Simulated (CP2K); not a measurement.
Crystal: BN.

```
N B
1.0
     2.55394    0.00000    0.00000
    -1.27697    2.21178    0.00000
     0.00000    0.00000    4.22685
N B
2 2
Direct
  0.33333 0.66667 0.12528
  0.66667 0.33333 0.62528
  0.33333 0.66667 0.49972
  0.66667 0.33333 0.99972
```

Measurements of this composition are mostly on another form, of space group No. 194.

Base run:

```yaml
Program: CP2K 2026.2
Functional: LDA
Potentials_or_basis: POTENTIAL_UZH N GTH-PBE-q5, B GTH-PBE-q3; TZVP-MOLOPT-PBE-GTH basis
Density_cutoff: 9184 eV
k_mesh: 12 × 12 × 6
Occupations: fermi-dirac, width 0.05 eV
Spin: no spin polarisation
```

Its results: band gap on the k mesh 4.90 eV, indirect (least direct gap 7.34 eV); pressure -3.1 GPa; largest force 0.003 eV/Å.

**Question.** After a change of settings the same cell gave: band gap on the k mesh 4.98 eV, indirect (least direct gap 7.43 eV); pressure -2.4 GPa; largest force 0.005 eV/Å. Which change was it?
A. functional from LDA to optB88-vdW
B. functional from LDA to PBEsol
C. functional from LDA to M06-L
D. functional from LDA to vdW-DF2

**Answer.** B.

PBEsol binds less tightly than LDA, so the same cell stands under more pressure.

Caveats: the potentials were made for another functional, which shifts forces and pressure; the basis of atomic orbitals isn't converged, which shifts pressures, moduli and gaps.

Runs at the PBE level aren't shown here.
